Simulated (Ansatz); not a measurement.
**Nb: properties at the relaxed cell**

The task here is to estimate one member of a computed series from the others.

The COD entry's cell or inner coordinates are ideal or old and differ from later refinements, so a difference from it is no clean test against experiment.

Computed with Ansatz 0.2.0 (DFT PBEsol, scalar-relativistic, plane waves, PAW, unless a step's input says otherwise).

2 further runs of the same task are left out: 2 set aside as unsound or not needed.

## The structure to begin with

The structure is cubic, space group Im-3m (No. 229). Conventional cell: a = 3.272 Å, b = 3.272 Å, c = 3.272 Å, α = 90.00°, β = 90.00°, γ = 90.00°. Around Nb (site symmetry m-3m) lie 8 Nb at 2.83 Å.

As a file:

```cif
data_structure
_symmetry_space_group_name_H-M 'P 1'
_symmetry_Int_Tables_number 1
_cell_length_a 2.8340
_cell_length_b 2.8340
_cell_length_c 2.8340
_cell_angle_alpha 109.471
_cell_angle_beta 109.471
_cell_angle_gamma 109.471
_cell_volume 17.52
loop_
_atom_site_label
_atom_site_type_symbol
_atom_site_fract_x
_atom_site_fract_y
_atom_site_fract_z
_atom_site_occupancy
Nb1 Nb 0.00000 0.00000 0.00000 1
```

It is the result of an earlier relaxation at this level (volume 17.52 Å³/atom; gap on the mesh: none (metal)).

Set-up of the first run:

Input file input.yaml:

```yaml
crystal:
  lattice:
    - [-1.6362222444, 1.6362222444, 1.6362222444]
    - [1.6362222444, -1.6362222444, 1.6362222444]
    - [1.6362222444, 1.6362222444, -1.6362222444]
  atoms:
    - { symbol: Nb, position: [0.0, 0.0, 0.0] }
basis:
  ecutwfc: 420
kpoints:
  mp_grid: { grid: [18, 18, 18] }
  band_path:
    path:
      - [[0.0, 0.0, 0.0], [0.5, -0.5, 0.5], [0.0, 0.0, 0.5], [0.0, 0.0, 0.0], [0.25, 0.25, 0.25], [0.5, -0.5, 0.5]]
      - [[0.25, 0.25, 0.25], [0.0, 0.0, 0.5]]
    npoints: 14
hamiltonian:
  xc: pbesol
scf:
  occupations: { method: gaussian, width: 0.1 }
  n_extra_bands: 6
output:
  forces: true
  stress: true
  eigenvalues: true
  populations: true
  dos: { projected: true, de: 0.02, nscf_kmesh: { grid: [27, 27, 27] } }
  bader: true
```

Command:

```console
$ ansatz run input.yaml --threads 1 --pin off --max-ram 2560MiB --backend cpu --events-out ev --progress --plain --runs-dir out
```

Among the steps run: Electronic structure at the relaxed geometry; The cell scaled to 0.97 of its volume; Volume × 1.03; Volume × 0.94; The cell scaled to 1.06 of its volume.

One of the session's tables, all rows but one given; the rest of the session is left out.

It belongs to the step «Energy against volume». 

```
volume (Å³/atom)  energy above the lowest point (meV/atom)  pressure (GPa)
          16.471                                      38.5           12.36
          16.996                                       9.1            5.77
          17.522                                       0.0            0.00
          18.048                                         ?               ?
          18.573                                      32.8           -9.45
```

Q: Estimate the row for volume (Å³/atom) = 18.048 from the others.

Worked estimate for «energy above the lowest point (meV/atom)». A straight line through the neighbours (17.522, 0.0) and (18.573, 32.8) gives 0.0 + (32.8 − 0.0) × (18.048 − 17.522) / (18.573 − 17.522) = 16.4; a parabola fitted to 3 rows on both sides gives 7.9.

**Answer.** energy above the lowest point (meV/atom): 8.7; pressure (GPa): -5.04. In «energy above the lowest point (meV/atom)» the line misses by +7.7 and the parabola by -0.8.
